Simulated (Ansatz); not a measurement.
# CoO (I4/mmm) in Ansatz: equation of state

How stiff is CoO in PBE, and what volume does it want? The cell is scaled to several volumes.

All numbers are computed with Ansatz 0.2.0; they aren't measurements. Logs are shortened: lines on timing, memory, paths and dates and some standing lists are left out, and cuts for length are marked.

### 1 The crystal as given

The structure is tetragonal, space group I4/mmm (No. 139). Conventional cell: a = 3.016 Å, b = 3.016 Å, c = 4.215 Å, α = 90.00°, β = 90.00°, γ = 90.00°. Co (site symmetry 4/mmm) has 6 O at 2.11 to 2.13 Å as nearest neighbours. O (site symmetry 4/mmm) is surrounded by 6 Co at 2.11 to 2.13 Å.

### 2 Single point, PBE, collinear spin, ferromagnetic start, 9.01 Å³/atom (volume scaled by 0.94)

input.yaml

```yaml
crystal:
  lattice:
    - [-1.477216283, 1.477216283, 2.0642331802]
    - [1.477216283, -1.477216283, 2.0642331802]
    - [1.477216283, 1.477216283, -2.0642331802]
  atoms:
    - { symbol: Co, position: [0.0, 0.0, 0.0], spin: 2.0 }
    - { symbol: O, position: [0.5, 0.5, 0.0] }
hamiltonian:
  xc: pbe
  pseudopotentials: { kind: paw }
magnetization:
  spin_polarized: true
kpoints:
  mp_grid: { grid: [12, 12, 12] }
scf:
  occupations: { method: fermi_dirac, width: 0.05 }
output:
  forces: true
  stress: true
  eigenvalues: true
```

Potentials or basis: Ansatz PAW.

On the command line:

```
> ansatz run input.yaml --threads 2 --pin off --max-ram 5632MiB --backend cpu --events-out ev --progress --plain --runs-dir out
```

The program printed:

```text
Warning: RAYON_NUM_THREADS=2 ignored (pool sized by the plan → 2); use --threads N
Engine: ansatz 0.2.0, aarch64-unknown-linux-gnu
Pseudopotentials: kind: paw
Pseudopotential: Co, paw, valence charge 17, recommended cutoff 420 eV (normal), Co.paw.azcp
Pseudopotential: O, paw, valence charge 6, recommended cutoff 420 eV (normal), O.paw.azcp
Functional definition: PBE
  parameter kappa = 0.804
  parameter beta = 0.06672455060314922
  exchange = pbe_x(kappa = kappa, mu = beta*pi^2/3)
  correlation = pbe_c(beta = beta)
Crystal: 2 atoms, lattice volume = 18.018 Å³
Basis set: ecut = 420 eV, 339 PW (Γ), exchange–correlation on 40×40×40 points (8 copies of the dense FFT grid, shifted against one another)
Bands: 17, of which v1, the nominal top of the filled ones, is band 12 counted from 1 (11 counted from 0)
Symmetry: 16 space group operations
Space group: I4/mmm (ITA 139), of the structure as read, at distance tolerance 2.6e-5 Å
Magnetic group: BNS 139.531 (UNI 1191), of the structure as read, at distance tolerance 2.6e-5 Å
k-points: 163 of 1728
Non-local potential: Co, projectors of the file, l = 0: 3, l = 1: 2, l = 2: 3, l = 3: 1
Non-local potential: O, projectors of the file, l = 0: 2, l = 1: 2, l = 2: 1
PAW form: soft (Blöchl's): semilocal exchange-correlation on the pseudo side does not see the compensation charge
PAW one-centre angular grid: Co, 590 points (default); XC on 64 Gauss nodes
PAW one-centre angular grid: O, 110 points (default); XC on 64 Gauss nodes
Initial density: superposition of atomic densities (chi_scale 0.1, normalization cell, long waves kept (reshape's long-wave potential 0.00 eV rms))
Starting moments: Σ|m| = 2 μB on 1 of 2 sites
Initial wavefunctions: pseudopotential atomic-orbital guess
Functional: x = pbe(κ = 0.804, μ = 0.2195149727645171), c = pbe(β = 0.06672455060314922)
SCF iter   1: F=—  HF=-5690.872540 eV  |F-HF|=—  |Δ(HF+E_count)|=         —  Δρ=1.11e-1 (↑1.11e-1 ↓9.53e-2)  dr2=5.04e0  dr2_m=1.41e-1  M=2.076 μB ∫|m|=2.076 μB  β_m=0.30  ethr=3.10e-3  ⟨swp⟩=5.7  Hψ=24336  notcnv=0
Mixer restart at iter 1: flushing history
preconditioner: auto → none  [metal: Δε(μ)=0.001 eV  Ē_g=13.724 eV  σ=0.050 eV  W_gap=0.00  n_scr=8 (ndim 8)  ℏωp=33.9 eV  f_vac=0.000  D(μ)=5.04/eV (n_scr^D=112)  sad-step TF]
SCF iter   2: F=—  HF=-5691.635891 eV  |F-HF|=—  |Δ(HF+E_count)|=   7.63e-1  Δρ=7.49e-2 (↑7.49e-2 ↓5.20e-2)  dr2=6.66e-1  dr2_m=4.73e-1  M=2.433 μB ∫|m|=2.434 μB  β_m=0.39  ethr=3.10e-3  ⟨swp⟩=3.2  Hψ=13263  notcnv=0  defer=90
SCF iter   3: F=—  HF=-5691.975173 eV  |F-HF|=—  |Δ(HF+E_count)|=   3.39e-1  Δρ=4.16e-2 (↑3.80e-2 ↓4.16e-2)  dr2=8.50e-2  dr2_m=2.17e-1  M=2.547 μB ∫|m|=2.550 μB  β_m=0.63  ethr=2.90e-3  ⟨swp⟩=2.0  Hψ=9580  notcnv=0  defer=99
SCF iter   4: F=—  HF=-5692.075743 eV  |F-HF|=—  |Δ(HF+E_count)|=         —  Δρ=1.32e-2 (↑1.04e-2 ↓1.32e-2)  dr2=1.75e-2  dr2_m=1.74e-2  M=2.654 μB ∫|m|=2.662 μB  β_m=0.63  ethr=3.69e-4  ⟨swp⟩=3.1  Hψ=10741  notcnv=0  defer=107
Mixer restart at iter 4: flushing history
SCF iter   5: F=—  HF=-5692.079894 eV  |F-HF|=—  |Δ(HF+E_count)|=   4.15e-3  Δρ=5.27e-3 (↑2.99e-3 ↓5.27e-3)  dr2=8.23e-3  dr2_m=2.89e-4  M=2.603 μB ∫|m|=2.612 μB  β_m=0.57  ethr=7.60e-5  ⟨swp⟩=2.1  Hψ=11790  notcnv=0  defer=126
SCF iter   6: F=—  HF=-5692.078723 eV  |F-HF|=—  |Δ(HF+E_count)|=   1.17e-3  Δρ=7.91e-3 (↑3.16e-3 ↓7.91e-3)  dr2=5.95e-3  dr2_m=3.82e-3  M=2.654 μB ∫|m|=2.665 μB  β_m=0.54  ethr=3.58e-5  ⟨swp⟩=2.3  Hψ=10389  notcnv=0  defer=140
SCF iter   7: F=—  HF=-5692.078390 eV  |F-HF|=—  |Δ(HF+E_count)|=   3.33e-4  Δρ=2.95e-3 (↑2.95e-3 ↓2.83e-3)  dr2=4.80e-4  dr2_m=1.23e-3  M=2.654 μB ∫|m|=2.665 μB  β_m=0.54  ethr=2.59e-5  ⟨swp⟩=2.0  Hψ=8889  notcnv=0  defer=141
SCF iter   8: F=—  HF=-5692.078310 eV  |F-HF|=—  |Δ(HF+E_count)|=   7.96e-5  Δρ=2.92e-4 (↑2.83e-4 ↓2.92e-4)  dr2=1.02e-5  dr2_m=5.91e-6  M=2.651 μB ∫|m|=2.662 μB  β_m=0.64  ethr=2.09e-6  ⟨swp⟩=1.8  Hψ=8551  notcnv=0  defer=142
SCF iter   9: F=—  HF=-5692.078408 eV  |F-HF|=—  |Δ(HF+E_count)|=   9.76e-5  Δρ=3.37e-4 (↑3.08e-4 ↓3.37e-4)  dr2=2.13e-6  dr2_m=1.58e-5  M=2.650 μB ∫|m|=2.662 μB  β_m=0.82  ethr=4.43e-8  ⟨swp⟩=2.0  Hψ=9428  notcnv=0  defer=142
SCF iter  10: F=—  HF=-5692.078411 eV  |F-HF|=—  |Δ(HF+E_count)|=   3.01e-6  Δρ=1.07e-4 (↑3.76e-5 ↓1.07e-4)  dr2=2.81e-7  dr2_m=7.30e-7  M=2.651 μB ∫|m|=2.663 μB  β_m=0.91  ethr=9.26e-9  ⟨swp⟩=2.4  Hψ=9645  notcnv=0  defer=142
SCF iter  11: F=—  HF=-5692.078412 eV  |F-HF|=—  |Δ(HF+E_count)|=   7.74e-7  Δρ=1.88e-4 (↑1.57e-4 ↓1.88e-4)  dr2=6.46e-7  dr2_m=4.63e-6  M=2.652 μB ∫|m|=2.664 μB  β_m=0.91  ethr=1.22e-9  ⟨swp⟩=2.2  Hψ=9579  notcnv=0  defer=142
SCF iter  12: F=—  HF=-5692.078412 eV  |F-HF|=—  |Δ(HF+E_count)|=   2.14e-8  Δρ=5.64e-5 (↑5.01e-5 ↓5.64e-5)  dr2=3.53e-8  dr2_m=4.49e-7  M=2.652 μB ∫|m|=2.664 μB  β_m=0.96  ethr=1.22e-9  ⟨swp⟩=2.1  Hψ=8872  notcnv=0  defer=142
SCF iter  13: F=—  HF=-5692.078412 eV  |F-HF|=—  |Δ(HF+E_count)|=   7.74e-9  Δρ=1.24e-5 (↑6.63e-6 ↓1.24e-5)  dr2=1.21e-8  dr2_m=1.21e-8  M=2.651 μB ∫|m|=2.663 μB  β_m=0.86  ethr=1.53e-10  ⟨swp⟩=2.2  Hψ=8469  notcnv=0  defer=142
SCF iter  14: F=-5692.078412 eV  HF=-5692.078412 eV  |F-HF|=7.67e-10  |Δ(HF+E_count)|=  2.82e-10  Δρ=3.21e-6 (↑7.66e-7 ↓3.21e-6)  dr2=1.08e-9  dr2_m=4.57e-10  M=2.651 μB ∫|m|=2.663 μB  ethr=5.28e-11  ⟨swp⟩=3.3  Hψ=19115  notcnv=0
SCF 1 converged in 14 iterations: F = -5692.078412 eV  dr2 = 1.08e-9
SCF converged after 14 iterations
Magnetization: 2.6514 μB (12.8257 up, 10.1743 down)
Absolute magnetization: 2.6632 μB (∫|ρ↑−ρ↓|, with the PAW one-centre terms)
Spin contamination: 0.0122 ħ² per cell (⟨S²⟩ above its minimum at these occupations)
Per-site moments (μB) at R_I (Å): [(2.2727027766038694, 0.8514961868325), (0.25068399317960505, 0.8514961868325)]
Free energy (F): -5692.078412 eV
Harris-Foulkes:  -5692.078412 eV  (|F-HF|=7.67e-10)
Internal energy: -5692.042986 eV  (E = F + TS)
E sigma→0 (E₀):  -5692.060699 eV
Entropy (-TS):   -0.035426 eV (-17.713 meV/atom)
Fermi energy:    15.334122 eV
--- Per-component energies (eV) ---
  E_band       = -275.666733
  E_kinetic    = 620.679113
  E_local      = -3329.904015  (includes V_loc(G=0)·N_el)
  E_nonlocal   = 514.783155
  E_hartree    = 1371.925218
  E_xc         = -229.511742
  E_vxc        = -295.050968  (∫ρ·V_xc dr)
  E_paw        = -1677.552252  (= ΣΔE_a)
  E_vpaw       = -530.025695  (= ΣTr[D̂ρ^β])
  E_aug_tail   = 0.002563  (compensation charges beyond the density's cutoff)
  E_ewald      = -2962.465025
  E_smearing   = -0.035426  (= −TS)
  E_closure    = 0.000000  (closes the sum)
  Σ components = -5692.078412   (vs F -5692.078412, Δ=0.00e0)
--- Forces (eV/Å), atoms counted from 1 ---
  atom   1  Co    -0.00000000     0.00000000     0.00000000
  atom   2  O      0.00000000     0.00000000     0.00000000
  max |Σ_I F_I| component: 4.31e-32 eV/Å
--- Stress (GPa, compression-positive) ---
       10.357677       0.000000      -0.000000
        0.000000      10.357677       0.000000
        0.000000       0.000000      11.075072
  P = ⅓ Tr σ = 10.5968 GPa (105.968 kbar)
--- Band table (eV; the first three rows and the last of 326) ---
  k-point 0 ↑: bands = ["-81.3808", "-44.7001", "-44.6256", "-44.6256", "-5.6163", "11.7906", "11.8272", "11.8272", "12.1211", "12.1221", "12.2297", "12.2297", "12.3527", "16.6345", "32.2668", "33.9032", "33.9032"]
  k-point 1 ↑: bands = ["-81.3803", "-44.7014", "-44.6289", "-44.6268", "-5.5099", "10.4836", "11.3881", "11.4501", "12.1480", "12.1596", "12.6590", "12.7565", "13.0611", "17.2979", "30.9644", "33.2023", "33.2588"]
  k-point 2 ↑: bands = ["-81.3791", "-44.7051", "-44.6377", "-44.6302", "-5.2238", "9.1077", "10.9413", "11.0098", "11.9705", "12.2199", "13.1545", "13.2443", "13.5754", "18.8558", "29.5532", "31.4410", "32.1744"]
  k-point 162 ↓: bands = ["-78.5460", "-41.9699", "-41.8922", "-41.8922", "-3.7037", "8.2367", "10.9157", "10.9157", "12.7596", "15.4672", "15.4672", "15.8744", "16.3985", "22.4320", "25.9890", "27.8590", "32.2586"]
```

Wall time 5.2 s (2 threads of Arm Neoverse V2, shared host); peak memory 0.36 GiB.

What came out:

| Quantity | Value |
| --- | --- |
| Free energy | -5692.0784 eV |
| Pressure | 10.6 GPa |
| Band gap on the k mesh | none (metal or under the smearing width) |
| Net moment | 2.65 μB per cell |
| Absolute moment | 2.66 μB per cell |
| Site moments | Co +2.27; O +0.25 μB |

Caveat: the pressure holds a Pulay correction of +0.8 GPa for the finite cutoff; a cell with one magnetic atom can't hold antiferromagnetic order, which such compounds often take; semilocal functionals often make such compounds metallic where correlation or magnetic order opens a gap, which also shifts bond lengths.

### 3 Single point, PBE, collinear spin, ferromagnetic start, 9.20 Å³/atom (volume scaled by 0.96)

input.yaml: that of step 2 with these lines changed.

```diff
@@ -2,5 +2,5 @@
   lattice:
-    - [-1.477216283, 1.477216283, 2.0642331802]
-    - [1.477216283, -1.477216283, 2.0642331802]
-    - [1.477216283, 1.477216283, -2.0642331802]
+    - [-1.4876195573, 1.4876195573, 2.0787705126]
+    - [1.4876195573, -1.4876195573, 2.0787705126]
+    - [1.4876195573, 1.4876195573, -2.0787705126]
   atoms:
@@ -21 +21,5 @@
   eigenvalues: true
+  write_density: true
+  write_potential: true
+  elf: true
+  volumetric_format: npy
```

Potentials or basis: Ansatz PAW.

On the command line:

```
> ansatz run input.yaml --threads 2 --pin off --max-ram 5632MiB --backend cpu --events-out ev --progress --plain --runs-dir out
```

Run time: 6.5 s. Hardware: 2 threads of Arm Neoverse V2, shared host; peak memory 0.36 GiB.

It converged, with:

```yaml
Free_energy: -5692.0996 eV
Pressure: 7.1 GPa
Band_gap_on_the_k_mesh: none (metal or under the smearing width)
Net_moment: 2.78 μB per cell
Absolute_moment: 2.79 μB per cell
Site_moments: Co +2.37; O +0.28 μB
```

Caveat: the pressure holds a Pulay correction of +0.8 GPa for the finite cutoff; a cell with one magnetic atom can't hold antiferromagnetic order, which such compounds often take; semilocal functionals often make such compounds metallic where correlation or magnetic order opens a gap, which also shifts bond lengths.

### 4 Single point, PBE, collinear spin, ferromagnetic start, 9.39 Å³/atom (volume scaled by 0.98)

input.yaml

```yaml
crystal:
  lattice:
    - [-1.4978793267, 1.4978793267, 2.093107314]
    - [1.4978793267, -1.4978793267, 2.093107314]
    - [1.4978793267, 1.4978793267, -2.093107314]
  atoms:
    - { symbol: Co, position: [0.0, 0.0, 0.0], spin: 2.0 }
    - { symbol: O, position: [0.5, 0.5, 0.0] }
hamiltonian:
  xc: pbe
  pseudopotentials: { kind: paw }
magnetization:
  spin_polarized: true
kpoints:
  mp_grid: { grid: [12, 12, 12] }
scf:
  occupations: { method: fermi_dirac, width: 0.05 }
output:
  forces: true
  stress: true
  eigenvalues: true
```

On the command line:

```
> ansatz run input.yaml --threads 2 --pin off --max-ram 5632MiB --backend cpu --events-out ev --progress --plain --runs-dir out
```

Wall time 5.4 s (2 threads of Arm Neoverse V2, shared host); peak memory 0.36 GiB.

Results (log left out):

```yaml
Free_energy: -5692.1122 eV
Pressure: 3.5 GPa
Band_gap_on_the_k_mesh: none (metal or under the smearing width)
Net_moment: 2.86 μB per cell
Absolute_moment: 2.88 μB per cell
Site_moments: Co +2.43; O +0.30 μB
```

Caveat: the pressure holds a Pulay correction of +0.8 GPa for the finite cutoff; a cell with one magnetic atom can't hold antiferromagnetic order, which such compounds often take; semilocal functionals often make such compounds metallic where correlation or magnetic order opens a gap, which also shifts bond lengths.

### 5 Single point, PBE, collinear spin, ferromagnetic start, 9.58 Å³/atom

input.yaml: that of step 4 with these lines changed.

```diff
@@ -2,5 +2,5 @@
   lattice:
-    - [-1.4978793267, 1.4978793267, 2.093107314]
-    - [1.4978793267, -1.4978793267, 2.093107314]
-    - [1.4978793267, 1.4978793267, -2.093107314]
+    - [-1.50800044, 1.50800044, 2.10725036]
+    - [1.50800044, -1.50800044, 2.10725036]
+    - [1.50800044, 1.50800044, -2.10725036]
   atoms:
@@ -21 +21,5 @@
   eigenvalues: true
+  write_density: true
+  write_potential: true
+  elf: true
+  volumetric_format: npy
```

On the command line:

```
> ansatz run input.yaml --threads 2 --pin off --max-ram 5632MiB --backend cpu --events-out ev --progress --plain --runs-dir out
```

Wall time 6.4 s (2 threads of Arm Neoverse V2, shared host); peak memory 0.37 GiB.

Results (log left out):

| Quantity | Value |
| --- | --- |
| Free energy | -5692.1164 eV |
| Pressure | 0.0 GPa |
| Band gap on the k mesh | none (metal or under the smearing width) |
| Net moment | 2.92 μB per cell |
| Absolute moment | 2.93 μB per cell |
| Site moments | Co +2.48; O +0.32 μB |

Caveat: the pressure holds a Pulay correction of +0.7 GPa for the finite cutoff; a cell with one magnetic atom can't hold antiferromagnetic order, which such compounds often take; semilocal functionals often make such compounds metallic where correlation or magnetic order opens a gap, which also shifts bond lengths.

### 6 Single point, PBE, collinear spin, ferromagnetic start, 9.78 Å³/atom (volume scaled by 1.02)

input.yaml: that of step 5 with these lines changed.

```diff
@@ -2,5 +2,5 @@
   lattice:
-    - [-1.50800044, 1.50800044, 2.10725036]
-    - [1.50800044, -1.50800044, 2.10725036]
-    - [1.50800044, 1.50800044, -2.10725036]
+    - [-1.5179874889, 1.5179874889, 2.1212060671]
+    - [1.5179874889, -1.5179874889, 2.1212060671]
+    - [1.5179874889, 1.5179874889, -2.1212060671]
   atoms:
```

Potentials or basis: Ansatz PAW.

On the command line:

```
> ansatz run input.yaml --threads 2 --pin off --max-ram 5632MiB --backend cpu --events-out ev --progress --plain --runs-dir out
```

Run time: 6.5 s. Hardware: 2 threads of Arm Neoverse V2, shared host; peak memory 0.38 GiB.

The run converged. Its results:

* Free energy: -5692.1125 eV
* Pressure: -3.3 GPa
* Band gap on the k mesh: none (metal or under the smearing width)
* Net moment: 2.95 μB per cell
* Absolute moment: 2.97 μB per cell
* Site moments: Co +2.50; O +0.32 μB

Caveat: the pressure holds a Pulay correction of +0.7 GPa for the finite cutoff; a cell with one magnetic atom can't hold antiferromagnetic order, which such compounds often take; semilocal functionals often make such compounds metallic where correlation or magnetic order opens a gap, which also shifts bond lengths.

### 7 Single point, PBE, collinear spin, ferromagnetic start, 9.97 Å³/atom (volume scaled by 1.04)

input.yaml

```yaml
crystal:
  lattice:
    - [-1.5278448268, 1.5278448268, 2.1349805184]
    - [1.5278448268, -1.5278448268, 2.1349805184]
    - [1.5278448268, 1.5278448268, -2.1349805184]
  atoms:
    - { symbol: Co, position: [0.0, 0.0, 0.0], spin: 2.0 }
    - { symbol: O, position: [0.5, 0.5, 0.0] }
hamiltonian:
  xc: pbe
  pseudopotentials: { kind: paw }
magnetization:
  spin_polarized: true
kpoints:
  mp_grid: { grid: [12, 12, 12] }
scf:
  occupations: { method: fermi_dirac, width: 0.05 }
output:
  forces: true
  stress: true
  eigenvalues: true
```

On the command line:

```
> ansatz run input.yaml --threads 2 --pin off --max-ram 5632MiB --backend cpu --events-out ev --progress --plain --runs-dir out
```

Wall time 5.8 s (2 threads of Arm Neoverse V2, shared host); peak memory 0.37 GiB.

The run converged. Its results:

```yaml
Free_energy: -5692.1009 eV
Pressure: -6.3 GPa
Band_gap_on_the_k_mesh: none (metal or under the smearing width)
Net_moment: 2.97 μB per cell
Absolute_moment: 2.99 μB per cell
Site_moments: Co +2.52; O +0.33 μB
```

Caveat: the pressure holds a Pulay correction of +0.7 GPa for the finite cutoff; a cell with one magnetic atom can't hold antiferromagnetic order, which such compounds often take; semilocal functionals often make such compounds metallic where correlation or magnetic order opens a gap, which also shifts bond lengths.

### 8 Single point, PBE, collinear spin, ferromagnetic start, 10.16 Å³/atom (volume scaled by 1.06)

input.yaml: that of step 7 with these lines changed.

```diff
@@ -2,5 +2,5 @@
   lattice:
-    - [-1.5278448268, 1.5278448268, 2.1349805184]
-    - [1.5278448268, -1.5278448268, 2.1349805184]
-    - [1.5278448268, 1.5278448268, -2.1349805184]
+    - [-1.5375765848, 1.5375765848, 2.1485794871]
+    - [1.5375765848, -1.5375765848, 2.1485794871]
+    - [1.5375765848, 1.5375765848, -2.1485794871]
   atoms:
```

On the command line:

```
> ansatz run input.yaml --threads 2 --pin off --max-ram 5632MiB --backend cpu --events-out ev --progress --plain --runs-dir out
```

Wall time 5.7 s (2 threads of Arm Neoverse V2, shared host); peak memory 0.37 GiB.

The run converged. Its results:

| Item | Value |
| --- | --- |
| Free energy | -5692.0824 eV |
| Pressure | -9.1 GPa |
| Band gap on the k mesh | none (metal or under the smearing width) |
| Net moment | 2.99 μB per cell |
| Absolute moment | 3.00 μB per cell |
| Site moments | Co +2.54; O +0.33 μB |

Caveat: the pressure holds a Pulay correction of +0.7 GPa for the finite cutoff; a cell with one magnetic atom can't hold antiferromagnetic order, which such compounds often take; semilocal functionals often make such compounds metallic where correlation or magnetic order opens a gap, which also shifts bond lengths.

### 9 Equation of state, PBE, collinear spin, ferromagnetic start

Potentials or basis: Ansatz PAW.

This step only gathers the single runs of the series.

What came out:

| Property | Result |
| --- | --- |
| Equilibrium volume | 9.59 Å³/atom (rough: see the caveat) |
| Bulk modulus at fixed shape and positions | 167 GPa (rough) |

Energy against volume, from the lowest point:
| volume (Å³/atom) | energy (meV/atom) |
| --- | --- |
| 9.009 | 19.00 |
| 9.201 | 8.42 |
| 9.392 | 2.09 |
| 9.584 | 0.00 |
| 9.776 | 1.97 |
| 9.967 | 7.76 |
| 10.159 | 17.03 |

Caveat: the fit is doubtful: noisy points or a state that changes with volume; the cell was scaled at fixed shape and fractional positions, which overstates the stiffness of a crystal with free parameters, most of all of layers and chains.
